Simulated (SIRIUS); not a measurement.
# Cu (Fm-3m) in SIRIUS: further runs

The runs below take Cu through single point, with AM05, SOGGA11, LDA-PZ, RGE2.

All numbers are computed with SIRIUS 7.12.0; they aren't measurements. Logs are shortened: lines on timing, memory, paths and dates and some standing lists are left out, and cuts for length are marked. The log counts tension as positive stress, the text compression.

## (1) The structure

The structure is cubic, space group Fm-3m (No. 225). Conventional cell: a = 3.615 Å, b = 3.615 Å, c = 3.615 Å, α = 90.00°, β = 90.00°, γ = 90.00°. Cu (site symmetry m-3m) has 12 Cu at 2.56 Å as nearest neighbours.

## (2) Single point, AM05

sirius.json

```json
{
  "control": {
    "processing_unit": "cpu",
    "verbosity": 2,
    "num_bands_to_print": 17,
    "print_forces": true,
    "print_stress": true
  },
  "parameters": {
    "electronic_structure_method": "pseudopotential",
    "xc_functionals": ["XC_GGA_X_AM05", "XC_GGA_C_AM05"],
    "gk_cutoff": 9.6,
    "pw_cutoff": 19.2,
    "ngridk": [13, 13, 13],
    "shiftk": [0, 0, 0],
    "smearing": "fermi_dirac",
    "smearing_width": 0.0018374661,
    "num_bands": 17,
    "num_mag_dims": 0,
    "num_dft_iter": 100,
    "energy_tol": 1e-08,
    "density_tol": 1e-06
  },
  "iterative_solver": {
    "type": "davidson",
    "min_tolerance": 1e-10
  },
  "mixer": {
    "type": "anderson",
    "beta": 0.7,
    "max_history": 8
  },
  "settings": {
    "tol_ne": 1e-10,
    "pseudo_grid_cutoff": 6.5
  },
  "unit_cell": {
    "lattice_vectors": [
      [0.0, 3.415679970261, 3.415679970261],
      [3.415679970261, 0.0, 3.415679970261],
      [3.415679970261, 3.415679970261, 0.0]
    ],
    "atom_coordinate_units": "lattice",
    "atom_types": ["Cu"],
    "atom_files": {
      "Cu": "Cu.json"
    },
    "atoms": {
      "Cu": [
        [0.0, 0.0, 0.0]
      ]
    }
  }
}
```

Potentials or basis: PseudoDojo 0.4.1 PBE standard (scalar relativistic).

Command:

```console
upf_to_json Cu.upf
OMP_NUM_THREADS=1 sirius.scf --input=sirius.json --output=out.json --task=0
```

What it wrote:

```text
[info] SIRIUS version : 7.12.0
[info] number of MPI ranks           : 1
[info] MPI grid                      : 1 1
[info] maximum number of OMP threads : 1
[fft] FFT context for density and potential
[fft] =====================================
[fft]   comm size                             : 1
[fft]   plane wave cutoff                     : 19.2
[fft]   grid size                             : 32 32 32   total : 32768
[fft]   grid limits                           : -15 16   -15 16   -15 16
[fft]   number of G-vectors within the cutoff : 4753
[fft]   local number of G-vectors             : 4753
[fft]   number of G-shells                    : 290
[fft] FFT context for coarse grid
[fft] =====================================
[fft]   comm size                             : 1
[fft]   plane wave cutoff                     : 19.2
[fft]   grid size                             : 32 32 32   total : 32768
[fft]   grid limits                           : -15 16   -15 16   -15 16
[fft]   number of G-vectors within the cutoff : 4753
[fft]   local number of G-vectors             : 4753
[fft]   number of G-shells                    : 290
[unit cell] lattice vectors
[unit cell]   a1 :       0.0000000000      3.4156799703      3.4156799703
[unit cell]   a2 :       3.4156799703      0.0000000000      3.4156799703
[unit cell]   a3 :       3.4156799703      3.4156799703      0.0000000000
[unit cell] reciprocal lattice vectors
[unit cell]   b1 :      -0.9197561484      0.9197561484      0.9197561484
[unit cell]   b2 :       0.9197561484     -0.9197561484      0.9197561484
[unit cell]   b3 :       0.9197561484      0.9197561484     -0.9197561484
[unit cell] unit cell volume :        79.70058602 [a.u.^3]
[unit cell] 1/sqrt(omega)    :         0.11201321
[unit cell] MT volume        :         0.00000000 ( 0.00%)
[unit cell] IT volume        :        79.70058602 (100.00%)
[unit cell] number of atom types : 1
[unit cell] type id : 0 symbol : Cu mt_radius :  14.910000 num_atoms : 1
[unit cell] total number of atoms : 1
[unit cell] number of symmetry classes : 1
[unit cell] number of PAW atoms : 0
[unit cell] atom id  type id  class id             position                      vector_field
[unit cell] ------------------------------------------------------------------------------------------
[unit cell]      0        0        0      0.00000   0.00000   0.00000      0.00000   0.00000   0.00000
[unit cell] atom id         position (Cartesian, a.u.)
[unit cell] ---------------------------------------------
[unit cell]      0       0.000000    0.000000    0.000000
[unit cell] class id : 0 atom id : 0
[unit cell] minimum bond length:     4.830501
[unit cell] total number of pseudo wave-functions: 10
[sym] space group number   : 225
[sym] international symbol : Fm-3m
[sym] Hall symbol          : -F 4 2 3
[sym] space group transformation matrix :
[sym]   0.0000  0.5000  0.5000
[sym]   0.5000  0.0000  0.5000
[sym]   0.5000  0.5000  0.0000
[sym] space group origin shift :
[sym]   0.0000  0.0000  0.0000
[sym] number of space group operations  : 48
[sym] number of magnetic group operations : 48
[sym] metric tensor error: 0.0000e+00
[sym] rotation matrix error: 0.0000e+00
[sym] symmetry operations
[... list of symmetry operations ...]
[atom type] label          : Cu
[... 182 lines left out ...]
[find] iteration : 3, RMS (target) : 2.1614e-02 (1.0000e-06) , energy difference (target) : -1.2938e-03 (1.0000e-08)
[find] | SCF iteration   4 out of 100|
[diagonalize] iterative solver tolerance (occupied, empty): 0.000625 0.000625
[diagonalize] average number of iterations: 1.05952
[find] Total energy                   :    -189.28928988 (Ha),    -378.57857975 (Ry)
[... 52 lines left out ...]
[find] | SCF iteration  11 out of 100|
[diagonalize] iterative solver tolerance (occupied, empty): 5.33828e-07 5.33828e-07
[diagonalize] average number of iterations: 1.88095
[find] Total energy                   :    -189.28928970 (Ha),    -378.57857940 (Ry)
[find] Free energy (E-TS)             :    -189.28939045 (Ha),    -378.57878090 (Ry)
[find] band gap (eV)                  :       0.00000000
[find] Efermi                         :       0.64001547
[find] iteration : 11, RMS (target) : 1.4912e-06 (1.0000e-06) , energy difference (target) : 9.9476e-12 (1.0000e-08)
[find] bands are converged : true
[find] iterative solver converged : false
[find] +------------------------------+
[find] | SCF iteration  12 out of 100|
[find] +------------------------------+
[diagonalize] iterative solver tolerance (occupied, empty): 1.49121e-07 1.49121e-07
[diagonalize] average number of iterations: 1.40476
[diagonalize] Lowest band energies
[diagonalize] ik:    0   -3.501823   -1.934513   -1.934513   -1.934513    0.283928    0.525079    0.525079    0.525079    0.556852    0.556852    1.461784    1.557411    1.557411    1.557411    1.648538    1.648538    1.648538
[diagonalize] ik:    1   -3.501793   -1.934742   -1.934547   -1.934547    0.291847    0.523345    0.526584    0.526584    0.556270    0.556270    1.408412    1.495064    1.534714    1.534714    1.682392    1.682392    1.711001
[diagonalize] ik:    2   -3.501711   -1.935376   -1.934643   -1.934643    0.315077    0.519063    0.529860    0.529860    0.555685    0.555685    1.266636    1.479222    1.500910    1.500910    1.716568    1.735791    1.735791
[diagonalize] ik:    3   -3.501596   -1.936269   -1.934777   -1.934777    0.351553    0.515127    0.531353    0.531353    0.558345    0.558345    1.122599    1.461893    1.473765    1.473765    1.694256    1.694257    1.717274
[diagonalize] ik:    4   -3.501473   -1.937215   -1.934920   -1.934920    0.395257    0.517863    0.529383    0.529383    0.565209    0.565209    0.988754    1.439078    1.455244    1.455244    1.629808    1.629808    1.726172
[diagonalize] ...
[diagonalize] ik:   79   -3.501157   -1.937413   -1.936958   -1.935818    0.486861    0.495314    0.510988    0.554330    0.578192    0.793943    0.828819    0.977706    1.059532    1.546547    1.698588    1.808639    1.915335
[diagonalize] ik:   80   -3.501183   -1.937452   -1.936804   -1.935677    0.486762    0.501711    0.501832    0.554741    0.573618    0.718176    0.909345    0.973751    1.103379    1.573297    1.646427    1.784428    1.996424
[diagonalize] ik:   81   -3.501143   -1.937801   -1.936506   -1.936017    0.471959    0.484842    0.534212    0.564393    0.582015    0.746654    0.936376    0.968071    1.009534    1.477673    1.566002    1.874588    2.070641
[diagonalize] ik:   82   -3.501138   -1.937544   -1.936839   -1.935991    0.478972    0.491086    0.522248    0.558593    0.581950    0.805982    0.882375    0.923507    1.020403    1.520117    1.671889    1.800385    1.961794
[diagonalize] ik:   83   -3.501141   -1.937336   -1.937010   -1.936007    0.482784    0.500279    0.509158    0.555583    0.581986    0.810590    0.882480    0.955069    0.971111    1.629662    1.661614    1.741200    1.903486
[find] Charges and magnetic moments
[find] --------------------------------------------------------------------------------
[find] total charge          : 19.000000
[find] Energy
[find] --------------------------------------------------------------------------------
[find] valence_eval_sum               :     -12.85643993
[find] <rho|V^{XC}>                   :     -23.88687817
[find] <rho|E^{XC}>                   :     -22.96721452
[find] <mag|B^{XC}>                   :       0.00000000
[find] <rho|V^{H}>                    :     112.42014830
[find] one-electron contribution      :    -101.38971006 (Ha),    -202.77942012 (Ry)
[find] hartree contribution           :      56.21007415
[find] xc contribution                :     -22.96721452
[find] ewald contribution             :    -121.14243893
[find] PAW contribution               :       0.00000000
[find] smearing (-TS)                 :      -0.00010075
[find] SCF correction                 :      -0.00000034
[find] Total energy                   :    -189.28928970 (Ha),    -378.57857940 (Ry)
[find] Free energy (E-TS)             :    -189.28939045 (Ha),    -378.57878090 (Ry)
[find] band gap (eV)                  :       0.00000000
[find] Efermi                         :       0.64001551
[find] iteration : 12, RMS (target) : 3.2533e-07 (1.0000e-06) , energy difference (target) : 4.4281e-11 (1.0000e-08)
[find] bands are converged : true
[find] iterative solver converged : false
[find] converged after 13 SCF iterations!
[find] Charges and magnetic moments
[find] --------------------------------------------------------------------------------
[find] total charge          : 19.000000
[find] Energy
[find] --------------------------------------------------------------------------------
[find] valence_eval_sum               :     -12.85643993
[find] <rho|V^{XC}>                   :     -23.88687817
[find] <rho|E^{XC}>                   :     -22.96721452
[find] <mag|B^{XC}>                   :       0.00000000
[find] <rho|V^{H}>                    :     112.42014830
[find] one-electron contribution      :    -101.38971006 (Ha),    -202.77942012 (Ry)
[find] hartree contribution           :      56.21007415
[find] xc contribution                :     -22.96721452
[find] ewald contribution             :    -121.14243893
[find] PAW contribution               :       0.00000000
[find] smearing (-TS)                 :      -0.00010075
[find] SCF correction                 :      -0.00000034
[find] Total energy                   :    -189.28928970 (Ha),    -378.57857940 (Ry)
[find] Free energy (E-TS)             :    -189.28939045 (Ha),    -378.57878090 (Ry)
[find] band gap (eV)                  :       0.00000000
[find] Efermi                         :       0.64001551
[ground_state] === stress tensor components [kbar] ===
[ground_state] === stress_kin ===
[ground_state] -213502.463776    0.000000    0.000000
[ground_state]     0.000000-213502.463776   -0.000000
[ground_state]     0.000000   -0.000000-213502.463776
[ground_state] === stress_har ===
[ground_state] -69165.416174    0.000000    0.000000
[ground_state]     0.000000-69165.416174   -0.000000
[ground_state]     0.000000   -0.000000-69165.416174
[ground_state] === stress_ewald ===
[ground_state] 149063.443368    0.000000    0.000000
[ground_state]     0.000000149063.443368    0.000000
[ground_state]     0.000000    0.000000149063.443368
[ground_state] === stress_vloc ===
[ground_state] 18681.622970    0.000000   -0.000000
[ground_state]     0.00000018681.622970    0.000000
[ground_state]    -0.000000    0.00000018681.622970
[ground_state] === stress_xc ===
[ground_state]  3627.047215    0.000000    0.000000
[ground_state]     0.000000 3627.047215    0.000000
[ground_state]     0.000000    0.000000 3627.047215
[ground_state] === stress_core ===
[ground_state] 21173.396971    0.000000    0.000000
[ground_state]     0.00000021173.396971    0.000000
[ground_state]     0.000000    0.00000021173.396971
[ground_state] === stress_nonloc ===
[ground_state] 90202.335394    0.000000    0.000000
[ground_state]     0.00000090202.335394   -0.000000
[ground_state]     0.000000   -0.00000090202.335394
[ground_state] === stress_us_nl ===
[ground_state] 90202.335394    0.000000    0.000000
[ground_state]     0.00000090202.335394   -0.000000
[ground_state]     0.000000   -0.00000090202.335394
[ground_state] === stress_total ===
[ground_state]    79.965968    0.000000    0.000000
[ground_state]     0.000000   79.965968   -0.000000
[ground_state]     0.000000   -0.000000   79.965968
[ground_state] ==== total Forces in Ha/bohr =====
[ground_state] atom:    0, force:       0.0000000      0.0000000      0.0000000
[ground_state] ==== ultrasoft contribution from Qij =====
[ground_state] atom:    0, force:       0.0000000      0.0000000      0.0000000
[ground_state] ==== non-local contribution from Beta-projector =====
[ground_state] atom:    0, force:       0.0000000      0.0000000      0.0000000
[ground_state] ==== contribution from local potential =====
[ground_state] atom:    0, force:       0.0000000      0.0000000      0.0000000
[ground_state] ==== contribution from core density =====
[ground_state] atom:    0, force:       0.0000000      0.0000000      0.0000000
[ground_state] ==== Ewald forces from ions =====
[ground_state] atom:    0, force:       0.0000000      0.0000000      0.0000000
[~DFT_ground_state] local op. applied: 38920
[~DFT_ground_state] evp. work count: 9477.87
[~DFT_ground_state] number of iterative solver steps: 1745
```

Run time: 22 s. Hardware: 1 thread of Intel Xeon Platinum 8259CL at 2.50GHz (Skylake/Cascade Lake), shared host; peak memory 0.21 GiB.

Results:

- Free energy: -5150.8267 eV
- Pressure: -8.0 GPa
- Band gap on the k mesh: none (metal or under the smearing width)

Caveat: the potentials were made for another functional, which shifts forces and pressure.

## (3) Single point, SOGGA11

Edit sirius.json of step 2 so:

```diff
@@ -10,3 +10,3 @@
     "electronic_structure_method": "pseudopotential",
-    "xc_functionals": ["XC_GGA_X_AM05", "XC_GGA_C_AM05"],
+    "xc_functionals": ["XC_GGA_X_SOGGA11", "XC_GGA_C_SOGGA11"],
     "gk_cutoff": 9.6,
```

Potentials or basis: PseudoDojo 0.4.1 PBE standard (scalar relativistic).

Command:

```console
upf_to_json Cu.upf
OMP_NUM_THREADS=1 sirius.scf --input=sirius.json --output=out.json --task=0
```

It took 21 s on 1 thread of Intel Xeon Platinum 8259CL at 2.50GHz (Skylake/Cascade Lake), shared host; peak memory 0.21 GiB.

Results (log left out):

```yaml
Free_energy: -5163.4390 eV
Pressure: 4.9 GPa
Band_gap_on_the_k_mesh: none (metal or under the smearing width)
```

Caveat: the potentials were made for another functional, which shifts forces and pressure.

## (4) Single point, LDA-PZ

Edit sirius.json of step 3 so:

```diff
@@ -10,3 +10,3 @@
     "electronic_structure_method": "pseudopotential",
-    "xc_functionals": ["XC_GGA_X_SOGGA11", "XC_GGA_C_SOGGA11"],
+    "xc_functionals": ["XC_LDA_X", "XC_LDA_C_PZ"],
     "gk_cutoff": 9.6,
```

Command:

```console
upf_to_json Cu.upf
OMP_NUM_THREADS=1 sirius.scf --input=sirius.json --output=out.json --task=0
```

It took 23 s on 1 thread of Intel Xeon Platinum 8259CL at 2.50GHz (Skylake/Cascade Lake), shared host; peak memory 0.21 GiB.

It converged, with:

| Property | Result |
| --- | --- |
| Free energy | -5150.8620 eV |
| Pressure | -15.2 GPa |
| Band gap on the k mesh | none (metal or under the smearing width) |

Caveat: the potentials were made for another functional, which shifts forces and pressure.

## (5) Single point, RGE2

Edit sirius.json of step 4 so:

```diff
@@ -10,3 +10,3 @@
     "electronic_structure_method": "pseudopotential",
-    "xc_functionals": ["XC_LDA_X", "XC_LDA_C_PZ"],
+    "xc_functionals": ["XC_GGA_X_RGE2", "XC_GGA_C_RGE2"],
     "gk_cutoff": 9.6,
@@ -38,6 +38,7 @@
     "lattice_vectors": [
-      [0.0, 3.415679970261, 3.415679970261],
-      [3.415679970261, 0.0, 3.415679970261],
-      [3.415679970261, 3.415679970261, 0.0]
+      [0.0, 0.707106781187, 0.707106781187],
+      [0.707106781187, 0.0, 0.707106781187],
+      [0.707106781187, 0.707106781187, 0.0]
     ],
+    "lattice_vectors_scale": 4.8305009387,
     "atom_coordinate_units": "lattice",
```

Command:

```console
upf_to_json Cu.upf
OMP_NUM_THREADS=1 sirius.scf --input=sirius.json --output=out.json --task=0
```

It took 21 s on 1 thread of Intel Xeon Platinum 8259CL at 2.50GHz (Skylake/Cascade Lake), shared host; peak memory 0.21 GiB.

It converged, with:

```yaml
Free_energy: -5153.5119 eV
Pressure: -3.5 GPa
Band_gap_on_the_k_mesh: none (metal or under the smearing width)
```

Caveat: the potentials were made for another functional, which shifts forces and pressure.

## (6) The runs side by side

| level | gap on the mesh (eV) | pressure (GPa) |
| --- | --- | --- |
| AM05 | none | -8.0 |
| SOGGA11 | none | 4.9 |
| LDA-PZ | none | -15.2 |
| RGE2 | none | -3.5 |

Alike in all rows: task single point; potentials or basis PseudoDojo 0.4.1 PBE standard (scalar relativistic); no spin polarisation; cell as given; k mesh 13 × 13 × 13; cutoff (eV) 1254; smearing fermi-dirac 0.05 eV.

Every run on the cell as given and a fine mesh finds a metal. The pressure there spans -15.2 GPa (LDA-PZ) to 4.9 GPa (SOGGA11); a positive pressure means that this level wants a larger cell, a negative one a smaller.

Caveats: the potentials were made for another functional, which shifts forces and pressure.

Absolute energies hang on the potentials; compare differences alone.
